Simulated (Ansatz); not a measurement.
# CdS (P3m1) in Ansatz: relaxation of cell and atoms with revPBE+D4

Aim: the relaxation of cell and atoms of CdS with revPBE+D4.

All numbers are computed with Ansatz 0.2.0; they aren't measurements. Logs are shortened: lines on timing, memory, paths and dates and some standing lists are left out, and cuts for length are marked.

**1. The structure**

Symmetry: P3m1, No. 156, trigonal system. The conventional cell has a = 4.261 Å, b = 4.261 Å, c = 5.804 Å, α = 90.00°, β = 90.00°, γ = 120.00°. Cd (site symmetry 3m) has 3 S at 2.46 Å as nearest neighbours. S (site symmetry 3m) is surrounded by 3 Cd at 2.46 Å.

Measurements of this composition are mostly on another form, of space group No. 186.

**2. Relaxation of cell and atoms, revPBE+D4**

The input, input.yaml:

```yaml
crystal:
  lattice:
    - [4.2611695877, 0.0, 0.0]
    - [-2.1305847939, 3.6902811128, 0.0]
    - [0.0, 0.0, 5.80417294]
  atoms:
    - { symbol: Cd, position: [0.0, 0.0, 0.44269192] }
    - { symbol: S, position: [0.6666666667, 0.3333333333, 0.43430808] }
hamiltonian:
  xc: revpbe
  pseudopotentials: { kind: paw }
  dispersion: d4
kpoints:
  mp_grid: { grid: [7, 7, 5] }
scf:
  occupations: { method: fermi_dirac, width: 0.05 }
output:
  forces: true
  stress: true
  eigenvalues: true
relax:
  f_tol: 0.01
  max_steps: 40
  cell: { stress_tol: 0.05 }
```

Potentials or basis: Ansatz PAW.

Run with:

```console
$ ansatz run input.yaml --threads 2 --pin off --max-ram 5632MiB --backend cpu --events-out ev --progress --plain --runs-dir out
```

The program printed:

```text
Warning: RAYON_NUM_THREADS=2 ignored (pool sized by the plan → 2); use --threads N
Engine: ansatz 0.2.0, aarch64-unknown-linux-gnu
Pseudopotentials: kind: paw
Pseudopotential: Cd, paw, valence charge 20, recommended cutoff 420 eV (normal), Cd.paw.azcp
Pseudopotential: S, paw, valence charge 6, recommended cutoff 420 eV (normal), S.paw.azcp
Functional definition: revPBE
  parameter kappa = 1.245
  parameter beta = 0.06672455060314922
  exchange = pbe_x(kappa = kappa, mu = beta*pi^2/3)
  correlation = pbe_c(beta = beta)
Crystal: 2 atoms, lattice volume = 91.270 Å³
Basis set: ecut = 420 eV, 1765 PW (Γ), exchange–correlation on 60×60×80 points (8 copies of the dense FFT grid, shifted against one another)
Bands: 17, of which v1, the nominal top of the filled ones, is band 13 counted from 1 (12 counted from 0)
Symmetry: 6 space group operations
Space group: P3m1 (ITA 156), of the structure as read, at distance tolerance 4.5e-5 Å
k-points: 32 of 245 (time reversal used)
Non-local potential: Cd, projectors of the file, l = 0: 3, l = 1: 2, l = 2: 2, l = 3: 1
Non-local potential: S, projectors of the file, l = 0: 2, l = 1: 2, l = 2: 2
PAW form: soft (Blöchl's): semilocal exchange-correlation on the pseudo side does not see the compensation charge
PAW frozen core: Cd, regenerated for the run's functional, and the local potential with it (the file was generated under x = pbe(κ = 0.804, μ = 0.2195149727645171), c = pbe(β = 0.06672455060314922))
PAW frozen core: S, regenerated for the run's functional, and the local potential with it (the file was generated under x = pbe(κ = 0.804, μ = 0.2195149727645171), c = pbe(β = 0.06672455060314922))
PAW one-centre angular grid: Cd, 590 points (default); XC on 64 Gauss nodes
PAW one-centre angular grid: S, 110 points (default); XC on 64 Gauss nodes
Initial density: superposition of atomic densities (neutral atoms: chi_scale 0, normalization atom), corrected by the library's trained network
Initial wavefunctions: pseudopotential atomic-orbital guess
Functional: x = revpbe(κ = 1.245, μ = 0.2195149727645171), c = pbe(β = 0.06672455060314922)
SCF iter   1: F=—  HF=-9166.425488 eV  |F-HF|=—  |Δ(HF+E_count)|=         —  Δρ=2.30e-3  dr2=3.84e-3  ethr=1.77e-3  ⟨swp⟩=5.8  Hψ=2774  notcnv=0
preconditioner: auto → Resta (q_TF=auto, 2.213 Å⁻¹)  ε∞=3.0  [insulator: Δε(μ)=1.574 eV  Ē_g=11.698 eV  σ=0.050 eV  W_gap=1.00  n_scr=22 (ndim 8)  ℏωp=16.5 eV  f_vac=0.433  D(μ)=0.00/eV (n_scr^D=0)  ε∞_Penn≈3.0]
SCF iter   2: F=—  HF=-9166.425285 eV  |F-HF|=—  |Δ(HF+E_count)|=   2.03e-4  Δρ=8.19e-4  dr2=4.93e-4  ethr=1.48e-5  ⟨swp⟩=2.0  Hψ=1175  notcnv=0
SCF iter   3: F=—  HF=-9166.425331 eV  |F-HF|=—  |Δ(HF+E_count)|=   4.61e-5  Δρ=3.25e-4  dr2=9.81e-5  ethr=1.89e-6  ⟨swp⟩=2.0  Hψ=597  notcnv=0
SCF iter   4: F=—  HF=-9166.425323 eV  |F-HF|=—  |Δ(HF+E_count)|=   8.49e-6  Δρ=5.60e-5  dr2=4.08e-6  ethr=3.77e-7  ⟨swp⟩=2.9  Hψ=854  notcnv=0
SCF iter   5: F=—  HF=-9166.425327 eV  |F-HF|=—  |Δ(HF+E_count)|=   4.68e-6  Δρ=1.78e-5  dr2=3.61e-7  ethr=1.57e-8  ⟨swp⟩=2.6  Hψ=808  notcnv=0
SCF iter   6: F=-9166.425328 eV  HF=-9166.425328 eV  |F-HF|=6.03e-9  |Δ(HF+E_count)|=   5.62e-7  Δρ=4.93e-6  dr2=4.34e-8  ethr=3.85e-10  ⟨swp⟩=6.8  Hψ=2446  notcnv=0
SCF 1 converged in 6 iterations: F = -9166.425328 eV  dr2 = 4.34e-8
[... 226 lines left out ...]
SCF iter   6: F=-9166.836010 eV  HF=-9166.836010 eV  |F-HF|=4.73e-11  |Δ(HF+E_count)|=   4.41e-9  Δρ=3.77e-7  dr2=1.87e-11  ethr=1.00e-12  ⟨swp⟩=4.0  Hψ=2660  notcnv=0
SCF 20 converged in 6 iterations: F = -9166.836010 eV  dr2 = 1.87e-11
relax step  20: F+E_penalty+E_count = -9166.83601025 eV  Δ(F+E_penalty+E_count) = +2.974e-3 eV  max|allowed force component| = 2.445e-3 eV/Å  Δτ_max = 0.0000 Å  P = -0.020 GPa  Ω = 40.837 Å³  stress off target by 3.00e-2 GPa  SCF on the basis re-selected at this cell (its energy is not comparable with the rows above)  (6 SCF iters)
basis re-selected at this cell: Δ(F+E_penalty+E_count) = +2.974e-3 eV, ΔP = -0.042 GPa vs the last step (what re-selecting the basis moved, of the pressure what is left beyond the Pulay correction that the steps carried, after the strain that the cell walked since its last selection, with what the two solves' SCF thresholds leave and, on support functions, any second-order correction that the steps lacked; it is no measure of the basis error at this ecutwfc). The dense FFT grid was sized anew with the basis: this SCF ran on 25×25×24 points, the steps before it on 30×30×40, so part of this shift can come from that change (see relax.cell in the input reference). This SCF's stress stands 3.00e-2 GPa from its target on what of the cell is left free (relax.cell.stress_tol is 5.00e-2 GPa) and its largest allowed force component is 2.45e-3 eV/Å (relax.f_tol is 1.00e-2 eV/Å): within both
SCF converged after 6 iterations
Free energy (F): -9166.836010 eV
Harris-Foulkes:  -9166.836010 eV  (|F-HF|=4.73e-11)
Internal energy: -9166.834594 eV  (E = F + TS)
E sigma→0 (E₀):  -9166.835302 eV
Entropy (-TS):   -0.001416 eV (-0.708 meV/atom)
Fermi energy:    10.464722 eV
--- Per-component energies (eV) ---
  E_band       = -437.557872
  E_kinetic    = 612.104147
  E_local      = -3572.652164  (includes V_loc(G=0)·N_el)
  E_nonlocal   = 62.306244
  E_hartree    = 1658.032596
  E_xc         = -274.137592
  E_vxc        = -308.912519  (∫ρ·V_xc dr)
  E_paw        = -4692.909376  (= ΣΔE_a)
  E_vpaw       = -546.468746  (= ΣTr[D̂ρ^β])
  E_aug_tail   = 0.000016  (compensation charges beyond the density's cutoff)
  E_ewald      = -2958.087576
  E_disp       = -1.382892  (pairwise vdW)
  E_core_change = -0.107995  (= ΣΔE_core)
  E_smearing   = -0.001416  (= −TS)
  E_closure    = 0.000000  (closes the sum)
  Σ components = -9166.836010   (vs F -9166.836010, Δ=0.00e0)
--- Forces (eV/Å), atoms counted from 1 ---
  atom   1  Cd     0.00000000     0.00000000    -0.00244520
  atom   2  S     -0.00000000     0.00000000     0.00244523
  max |Σ_I F_I| component: 3.82e-8 eV/Å
--- Stress (GPa, compression-positive) ---
       -0.029976      -0.000000      -0.000000
        0.000000      -0.029976       0.000000
       -0.000000       0.000000       0.000606
  P = ⅓ Tr σ = -0.0198 GPa (-0.198 kbar)
--- Band table (eV; the first three rows and the last of 32) ---
  k-point 0: bands = ["-91.8817", "-52.9748", "-52.9748", "-52.9230", "-2.9535", "1.8400", "1.9423", "1.9423", "2.3167", "2.3167", "8.9807", "9.6282", "9.6282", "10.3946", "17.0207", "17.0908", "17.0908"]
  k-point 1: bands = ["-91.8816", "-52.9747", "-52.9747", "-52.9249", "-2.6428", "1.9396", "1.9761", "1.9761", "2.2197", "2.2197", "6.6924", "9.7937", "9.7937", "12.2240", "17.5848", "17.5848", "17.8769"]
  k-point 2: bands = ["-91.8815", "-52.9745", "-52.9745", "-52.9278", "-2.0068", "2.0176", "2.0253", "2.0253", "2.0773", "2.0773", "4.7342", "10.0527", "10.0527", "14.0496", "16.3635", "18.7853", "18.7853"]
  k-point 31: bands = ["-91.8814", "-52.9764", "-52.9758", "-52.9275", "-1.5886", "1.7321", "1.9053", "2.2074", "2.4386", "2.8744", "6.5993", "6.9818", "8.6456", "11.2632", "13.2160", "17.7172", "19.6931"]
--- Relaxed structure (19 steps of the walk, 19 accepted, 1 SCFs on fresh bases) ---
  F+E_penalty+E_count = -9166.83601025 eV   max|allowed force component| = 2.445e-3 eV/Å   (the final SCF, on the basis selected at the relaxed cell)
  cell:  # Å, volume = 40.8365 Å³
    - [3.7104744110136676, 2.5136752776251137e-11, 1.4709505848698837e-16]
    - [-1.8552372055286028, 3.21336510001737, 4.13095200128344e-17]
    - [2.0035934747469372e-16, 1.8065024232331613e-16, 3.4249914704379263]
  atoms:
    - { symbol: Cd, position: [-7.089290078029177e-17, -2.1482525021151898e-17, 0.6887423897470493] }
    - { symbol: S, position: [0.6666666666666666, 0.3333333333333335, 0.18825761025295087] }
```

It took 64 s on 2 threads of Arm Neoverse V1, shared host; peak memory 0.39 GiB.

Results:

- Free energy: -9166.8360 eV
- Relaxed volume: 20.42 Å³/atom
- Relaxed cell: a = 3.710 Å, b = 3.710 Å, c = 3.425 Å, α = 90.00°, β = 90.00°, γ = 120.00°
- Space group after relaxing (to 0.05 Å): P-6m2 (No. 187)
- Energy gained by relaxing: 205.3 meV/atom
- Ionic steps: 20
- Pressure after relaxing: 0.0 GPa
- Band gap on the k mesh: none (metal or under the smearing width)

Forces on the atoms (eV/Å):
```
Cd   0.000  0.000 -0.002
S    0.000  0.000  0.002
```

The path:
| step | energy change (eV) | largest force (eV/Å) | volume (Å³) |
| --- | --- | --- | --- |
| 1 | 0.0000 | 0.0001 | 91.27 |
| 2 | -0.0041 | 0.0034 | 89.59 |
| 3 | -0.0132 | 0.0113 | 84.74 |
| 4 | -0.0282 | 0.0163 | 80.27 |
| 5 | -0.0483 | 0.0188 | 76.34 |
| 6 | -0.0691 | 0.0288 | 71.68 |
| 7 | -0.0909 | 0.0414 | 67.16 |
| 8 | -0.1089 | 0.0608 | 62.91 |
| 9 | -0.1120 | 0.1105 | 58.49 |
| 10 | -0.1359 | 0.1195 | 59.32 |
| 11 | -0.1590 | 0.0312 | 58.87 |
| 12 | -0.1908 | 0.0683 | 54.57 |
| 13 | -0.2174 | 0.0534 | 50.71 |
| 14 | -0.2607 | 0.1961 | 46.54 |
| 15 | -0.3313 | 0.1949 | 44.29 |
| 16 | -0.3732 | 0.1981 | 40.11 |
| 17 | -0.3777 | 0.1691 | 40.96 |
| 18 | -0.4132 | 0.0168 | 40.88 |
| 19 | -0.4137 | 0.0024 | 40.84 |
| 20 | -0.4107 | 0.0024 | 40.84 |

Final structure:
```
CELL_PARAMETERS angstrom
3.71047 0.00000 0.00000
-1.85524 3.21337 0.00000
0.00000 0.00000 3.42499
ATOMIC_POSITIONS crystal
Cd 0.00000 0.00000 0.68874
S 0.66667 0.33333 0.18826
```

Levels at points of the mesh, in eV from the Fermi level:
```
           k point  band 10  band 11  band 12  band 13  band 14  band 15  band 16  band 17
(0.00, 0.00, 0.00)    -8.15    -1.48    -0.84    -0.84    -0.07     6.56     6.63     6.63
```

Caveat: the volume moved by over 15 % at a fixed basis, so the end points are rough; the plane-wave basis is chosen anew once the cell has moved, so the energies of steps on either side of that aren't comparable; pairwise dispersion overbinds metals, which lowers pressure and volume; the PAW data sets come from PBE, with cores solved anew for the run's functional, which leaves a small shift of forces and pressure.
